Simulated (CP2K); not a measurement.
Runs of CP2K 2026.2 on ZrC. It takes space group Fm-3m (No. 225, cubic). The conventional cell has a = 4.730 Å, b = 4.730 Å, c = 4.730 Å, α = 90.00°, β = 90.00°, γ = 90.00°. Around Zr (site symmetry m-3m) lie 6 C at 2.36 to 2.37 Å. Around C (site symmetry m-3m) lie 6 Zr at 2.36 to 2.37 Å. 

```tsv
potentials or basis	ADDED_MOS	gap on the mesh (eV)	pressure (GPa)
POTENTIAL_UZH Zr GTH-PBE-q12, C GTH-PBE-q4; TZV2P-MOLOPT-PBE-GTH basis	[13]	none	-1.2
POTENTIAL_UZH Zr GTH-PBE-q12, C GTH-PBE-q4; TZVP-MOLOPT-PBE-GTH basis	[13]	none	-1.0
POTENTIAL_UZH Zr GTH-PBE-q12, C GTH-PBE-q4; ccGRB-D basis	[13]	none	(a)
POTENTIAL_UZH Zr GTH-PBE-q12, C GTH-PBE-q4; DZVP-MOLOPT-PBE-GTH basis	[13]	none	-0.9
GTH_POTENTIALS Zr GTH-PBE-q12, C GTH-PBE-q4; DZVP-MOLOPT-SR-GTH basis	[13]	none	-4.2
GTH_POTENTIALS Zr GTH-PBE-q12, C GTH-PBE-q4; TZVP-MOLOPT-SR-GTH, TZVP-MOLOPT-GTH basis	[13]	none	(b)
GTH_POTENTIALS Zr GTH-PBE-q12, C GTH-PBE-q4; SZV-MOLOPT-SR-GTH basis	[6]	none	-20.1
```

Alike in all rows: task band structure; level PBE; no spin polarisation; cell as given; k mesh 10 × 10 × 10; smearing fermi-dirac 0.05 eV.

Question: Estimate the missing entries.

Answer: (a) -0.6; (b) -2.9.

Caveats: the basis of atomic orbitals isn't converged, which shifts pressures, moduli and gaps; a minimal basis gives rough bond lengths, pressures and levels (some runs).

A k mesh can miss the band edges, and the runs leave out spin-orbit coupling on Zr.

A gap of «none» marks a metal or a gap under the smearing width.
